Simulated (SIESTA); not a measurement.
GaP:

```
CELL_PARAMETERS angstrom
0.00000 2.72525 2.72525
2.72525 0.00000 2.72525
2.72525 2.72525 0.00000
ATOMIC_POSITIONS crystal
Ga 0.00000 0.00000 0.00000
P 0.75000 0.75000 0.75000
```

- Program: SIESTA 5.4.2
- Task: single point
- Functional: PBE
- Potentials or basis: PseudoDojo 0.4 standard (PBE files)
- Basis: DZP (energy shift 0.002 Ry; radii capped at 9.5 bohr)
- Grid cutoff: 800 Ry
- Energy shift: 0.002 Ry
- k mesh: 8 × 8 × 8
- Occupations: fermi-dirac, width 0.05 eV
- Spin: no spin polarisation

On this cell: pressure 3.7 GPa; largest force zero by symmetry; band gap on the k mesh 1.63 eV, indirect (least direct gap 1.99 eV).

The same run follows on a disturbed copy (atoms moved at random, drawn with an rms of 0.05 Å):

```
CELL_PARAMETERS angstrom
0.00000 2.72525 2.72525
2.72525 0.00000 2.72525
2.72525 2.72525 0.00000
ATOMIC_POSITIONS crystal
Ga 0.99861 0.98428 0.01741
P 0.74762 0.74713 0.75281
```

**Question.** What does the disturbed cell give?

**Answer.** The energy moves by +8.0 meV/atom; pressure 3.8 GPa; largest force 0.604 eV/Å; band gap on the k mesh 1.39 eV, indirect (least direct gap 1.83 eV).

Forces in eV/Å, atoms in the order of the input:
```
Ga  -0.100 -0.472  0.363
P    0.100  0.472 -0.363
```

Stress tensor (GPa, compression positive):
```
 3.84  1.16 -1.50
 1.16  3.75 -0.31
-1.50 -0.31  3.79
```

Caveats: semicore shells carry a single zeta, which can move pressures by several GPa and volumes by a few percent; the basis of atomic orbitals isn't converged, which shifts pressures, moduli and gaps.

A k mesh can miss the band edges.
